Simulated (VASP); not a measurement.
These are PBE GGA, VASP's PBE PAW potentials (set 64) (plane waves; VASP) values and carry that method's errors.

Gaps are without spin-orbit coupling.

Q: Order these relaxed crystals by band gap, smallest first: RbBr, Fm-3m (225); NaH, Fm-3m (225); CaF2, Fm-3m (225); CdSe, P6_3mc (186).

A: CdSe, P6_3mc (186) (0.55 eV), NaH, Fm-3m (225) (3.79 eV), RbBr, Fm-3m (225) (4.18 eV), CaF2, Fm-3m (225) (7.10 eV)
